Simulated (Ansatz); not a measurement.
Here is an Ansatz 0.2.0 calculation.

Contents of input.yaml:

```yaml
crystal:
  lattice:
    - [0.0, 2.256, 2.256]
    - [2.256, 0.0, 2.256]
    - [2.256, 2.256, 0.0]
  atoms:
    - { symbol: Hf, position: [0.0, 0.0, 0.0] }
    - { symbol: "N", position: [0.5, 0.5, 0.5] }
kpoints:
  mp_grid: { grid: [10, 10, 10] }
scf:
  occupations: { method: fermi_dirac, width: 0.05 }
hamiltonian:
  xc: lda
  pseudopotentials: { kind: all_electron, lapw: { basis_error: 0.001 } }
  hubbard:
    sites: [{ species: Hf, l: d, u_eff: 3 }]
    double_counting: fll
    projectors: ortho-atomic
output:
  forces: true
  stress: true
  hubbard: {}
relax:
  f_tol: 0.01
  max_steps: 60
  cell: {}
```

Potentials or basis: all-electron LAPW, scalar-relativistic.

The run is started by

```sh
$ ansatz run input.yaml --threads 1 --pin off --max-ram 3072MiB --backend cpu --events-out ev --progress --plain --runs-dir out
```

**Question.** Estimate the relaxed volume.

**Answer.** 11.32 Å³/atom.

**Question.** Predict the relaxed cell.

**Answer.** a = 3.175 Å, b = 3.175 Å, c = 3.175 Å, α = 60.00°, β = 60.00°, γ = 60.00°.

**Question.** Predict the space group after relaxing (to 0.05 Å).

**Answer.** Fm-3m (No. 225).

Final structure:
```
Hf N
1.0
     0.00000    2.24540    2.24540
     2.24540    0.00000    2.24540
     2.24540    2.24540    0.00000
Hf N
1 1
Direct
  0.00000 0.00000 0.00000
  0.50000 0.50000 0.50000
```

Caveat: U without spin polarisation on a metal has little footing. Zero-point motion and thermal expansion aren't in these numbers.
